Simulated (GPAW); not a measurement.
Here is a GPAW 26.7.0 calculation.

File run.py:

```python
from ase import Atoms
from ase.dft.bandgap import bandgap
from ase.io import write
from gpaw import GPAW

atoms = Atoms(['As', 'Ga'],
              cell=[[0.0, 2.82685, 2.82685],
                    [2.82685, 0.0, 2.82685],
                    [2.82685, 2.82685, 0.0]],
              scaled_positions=[[0.75, 0.75, 0.75],
                                [0.0, 0.0, 0.0]],
              pbc=True)

calc = GPAW(mode='fd',
            h=0.16,
            xc='PBE',
            kpts={'size': (8, 8, 8), 'gamma': True},
            occupations={'name': 'fermi-dirac', 'width': 0.05},
            nbands=11,
            convergence={'density': 1e-05, 'energy': 1e-05},
            maxiter=150,
            txt='gpaw.txt')
atoms.calc = calc
energy = atoms.get_potential_energy()
forces = atoms.get_forces()
calc.write('gs.gpw')
write('result.traj', atoms)
print(f'Energy: {energy:.6f} eV')
print('Forces (eV/A):')
print(forces.round(4))
print('Fermi level:', round(calc.get_fermi_level(), 4), 'eV')
print(f'Gap: {bandgap(calc)[0]:.4f} eV, direct: {bandgap(calc, direct=True)[0]:.4f} eV')

path = atoms.cell.bandpath('GXWKGLUWLK,UX', npoints=80, eps=1e-4)
bs_calc = calc.fixed_density(kpts=path, symmetry='off', nbands=21,
                             convergence={'bands': 'CBM+6.0', 'eigenstates': 1e-6}, txt='bands.txt')
bs = bs_calc.band_structure()
bs.write('bs.json')
print(f'Gap on the path: {bandgap(bs_calc)[0]:.4f} eV')
```

Potentials or basis: GPAW PAW data sets (gpaw-data 1.2.1), fd.

Command:

```sh
$ OMP_NUM_THREADS=1 python run.py
```

(1) What does it give for the band gap on the k mesh?

(2) Estimate the band gap along the path.

Results:

(1) 0.59 eV, direct.

(2) 0.59 eV, direct.

Caveat: the real-space grid adds noise to forces.

**The experiment to reproduce.**

“Evidence of valence band perturbations in GaAsN/GaAs(001): A combined variable-angle spectroscopic ellipsometry and modulated photoreflectance investigation”, 2008, arxiv:0805.2212 reports, for a bulk crystal of GaAs at 300 K: band gap 1.418 ± 0.005 eV (direct).

A measured gap of GaAs is 1.418 eV (direct; 300 K; “Evidence of valence band perturbations in GaAsN/GaAs(001): A combined variable-angle spectroscopic ellipsometry and modulated photoreflectance investigation”, 2008, arxiv:0805.2212); the calculated 0.59 eV misses it by -0.83 eV. 3 values of this kind are on record (1.412 to 1.51 eV); this one was drawn at random among those near their median, those with a stated uncertainty first. Spin-orbit coupling on As, Ga is left out. The value is that of PBE, without temperature or zero-point motion. Semilocal functionals fall short of measured gaps as a rule.
